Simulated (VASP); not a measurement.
## Ge: equation of state with RPBE+D3

Ge:

```
Ge
1.0
     0.00000    2.82891    2.82891
     2.82891    0.00000    2.82891
     2.82891    2.82891    0.00000
Ge
2
Direct
  0.75000 0.75000 0.75000
  0.50000 0.50000 0.50000
```

| Item | Value |
| --- | --- |
| Program | VASP 6.6.1 |
| Task | equation of state |
| Functional | RPBE |
| Dispersion | D3 |
| Potentials or basis | VASP PAW PBE potentials, release 64 (Ge_d) |
| Cutoff | 520 eV |
| k mesh | 6 × 6 × 6 |
| Occupations | tetrahedron |
| Spin | non-collinear spin, ferromagnetic start, spin-orbit coupling |
| Starting moments | [[0.354, 0.354, 0.0], [0.354, 0.354, 0.0]] μB |
| Further INCAR settings | ALGO = Normal; EDIFF = 1.00e-06 |

- Equilibrium volume: 23.87 Å³/atom
- Bulk modulus: 54 GPa
- Pressure derivative of the bulk modulus: 6.2 (rough: it moves with the points fitted)

Energy against volume, from the lowest point:
| volume (Å³/atom) | energy (meV/atom) |
| --- | --- |
| 21.281 | 61.95 |
| 21.733 | 39.96 |
| 22.186 | 23.52 |
| 22.639 | 12.04 |
| 23.092 | 4.41 |
| 23.545 | 0.47 |
| 23.997 | 0.00 |

It took 20 min on 1 thread of Intel(R) Xeon(R) 6975P-C (Granite Rapids), on a shared host, peak memory 0.38 GiB.

Caveat: the PAW data sets were made with another functional, which shifts forces and pressure a little. Zero-point motion and thermal expansion aren't in these numbers.
